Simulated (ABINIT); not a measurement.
Write the native input for ABINIT 10.8.3 (patched build) that does the following.

| Item | Value |
| --- | --- |
| Task | equation of state |
| Functional | LDA |
| Potentials or basis | JTH PAW LDA v2.0 |
| Cutoff | 327 eV |
| k mesh | 8 × 8 × 8 |
| Occupations | fermi-dirac, width 0.05 eV |
| Spin | no spin polarisation |
| Fine-grid cutoff | 653.073 eV |

The system is CdSe.

```
CELL_PARAMETERS angstrom
0.00000 3.07027 3.07027
3.07027 0.00000 3.07027
3.07027 3.07027 0.00000
ATOMIC_POSITIONS crystal
Cd 0.00000 0.00000 0.00000
Se 0.25000 0.25000 0.25000
```

Measurements of this composition are mostly on another form, of space group No. 186.

One way to write it, as run:

run.abi

```
# Datasets: one volume each
ndtset 7
getwfk -1
scalecart1 3*0.9795861087
scalecart2 3*0.9864848297
scalecart3 3*0.9932883884
scalecart4 3*1.0000000000
scalecart5 3*1.0066227096
scalecart6 3*1.0131594038
scalecart7 3*1.0196128224

# Pseudopotentials
pp_dirpath "./"
pseudos "Cd.LDA_PW-JTH.xml, Se.LDA_PW-JTH.xml"

# Structure
acell 3*1.0
rprim
     0.0000000000     5.8019716937     5.8019716937
     5.8019716937     0.0000000000     5.8019716937
     5.8019716937     5.8019716937     0.0000000000
ntypat 2
znucl 48 34
natom 2
typat 1 2
xred
     0.0000000000     0.0000000000     0.0000000000
     0.2500000000     0.2500000000     0.2500000000

# Plane-wave basis
ecut 12.0
pawecutdg 24.0

# k points
kptopt 1
ngkpt 8 8 8
nshiftk 1
shiftk 0.0 0.0 0.0

# Exchange and correlation
ixc 7

# Bands and occupations
nband 13
occopt 3
tsmear 0.00183747

# SCF cycle
nstep 100
tolvrs 1.0e-9

# Output
iomode 3
prtwf 1
prtden 0
prteig 0
prtebands 0
enunit 1
```

Potentials or basis: JTH PAW LDA v2.0.

Run with:

```sh
$ abinit run.abi > log 2>&1
```

Results of the run:

```
Equilibrium volume : 27.07 Å³/atom (rough: see the caveat)
Bulk modulus       : 53 GPa (rough)
```

Caveat: the cutoff is too short for stress, so the log's stress isn't used; pressures at fixed basis lie under the slope of the energies; the fit is doubtful: noisy points or a state that changes with volume; the minimum lies outside the volumes run.

Wall time 60 s on 1 thread of Arm Neoverse V2, with other jobs on the host, peak memory 0.12 GiB.
